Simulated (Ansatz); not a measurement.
LiI (rock salt, Fm-3m), PBEsol in the plane-wave PAW code Ansatz. The conduction-band minimum lies at X, with 3 equivalent valleys. Second derivatives d²E/dk² of the lowest band at one valley (eV·Å²), along Cartesian directions:

```
direction  d²E/dk²
---------  -------
[100]        8.689
[010]        16.29
[001]        16.29
[110]        12.49
[101]        12.49
[011]        16.26
```

Task: Find the principal effective masses, the density-of-states mass and the conductivity mass.

Result: Off-diagonal terms follow from H_xy = H[110] − (H_xx + H_yy)/2, and m*/mₑ = 7.620 eV·Å² over each eigenvalue: 0.47, 0.47, 0.88. One valley's DOS mass (m₁m₂m₃)^(1/3) = 0.58, conductivity mass 3/(Σ 1/mᵢ) = 0.55 mₑ.

Task: What effective density of states Nc follows at 300 K for parabolic valleys?

Result: Nc = 2.509e19 × 3 × (0.58)^(3/2) ≈ 3.3e19 cm⁻³.

Task: With the computed static dielectric constant 14.1 (mean of the diagonal), estimate a hydrogenic donor's binding energy and radius.

Result: E = 13.606 eV × 0.55/14.1² ≈ 38 meV; a = 0.529 Å × ε/m* ≈ 14 Å. Semilocal masses tend to be too small where the gap is.

Task: With ε∞ = 4.34 and ω_LO = 285 cm⁻¹, what Fröhlich coupling constant follows?

Result: α = (1/ε∞ − 1/ε0) √(m* × 13.606 eV/ħω_LO) = 2.3.

The PBEsol relaxation kept the symmetry of its start; of distortions, only those at the zone centre were tested. Scalar-relativistic: spin–orbit coupling is off unless named, which matters more the heavier the elements.

Potentials: the later of the program's two PAW sets.
